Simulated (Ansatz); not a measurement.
Two Ansatz runs on TaN

The cell comes from COD entry 2310957, which wasn't checked; take it as a given geometry. The listed cell was then made from it by scaling, straining or moving an atom.

First run: DFT, PBE, PAW with Ansatz's default frozen-core files, scalar-relativistic (Ansatz 0.2.0).

Command: `ansatz run input.yaml --threads 1 --pin off --max-ram 3072MiB --backend cpu --events-out ev --progress --plain --runs-dir out` The run took 2.6 s on 1 thread of Arm Neoverse V2, on a shared host, peak memory 0.35 GiB.

```yaml
crystal:
  lattice:
    - [0.02179, 2.189895, 2.189895]
    - [2.189895, 0.02179, 2.189895]
    - [2.189895, 2.189895, 0.02179]
  atoms:
    - { symbol: Ta, position: [0.5, 0.5, 0.5] }
    - { symbol: "N", position: [0.0, 0.0, 0.0] }
kpoints:
  mp_grid: { grid: [9, 9, 9] }
scf:
  occupations: { method: fermi_dirac, width: 0.02 }
hamiltonian:
  xc: pbe
  pseudopotentials: { kind: paw }
output:
  forces: true
  stress: true
  eigenvalues: true
  efg: { contact_densities: true }
```

Result: converged; pressure 14.53 GPa; no gap on the k mesh; 6 SCF iterations.

No spin–orbit coupling, which matters for the heavy atoms here.

The input is then changed:

```diff
@@ -13,5 +13,5 @@
 hamiltonian:
   xc: pbe
-  pseudopotentials: { kind: paw }
+  pseudopotentials: { kind: nc }
 output:
   forces: true
```

(1) Predict the outcome of the changed run.

Answers

(1) It was refused before any iteration. The program says:
```
Error: output.efg without hamiltonian.pseudopotentials.kind: paw|paw_fr|all_electron or hamiltonian.pseudopotentials.kind: all_electron — the all-electron EFG reconstruction needs the PAW one-centre densities; drop the efg request, or set kind: paw (paw_fr under spin-orbit coupling) (under a functional that reads the kinetic-energy density, kind: paw is refused in some combinations and carries risks of its own in the rest: see hamiltonian.xc for the refusals and hamiltonian.pseudopotentials.kind for the risks, both in the input reference; kind: paw is refused beside gw.static_remainder)
```
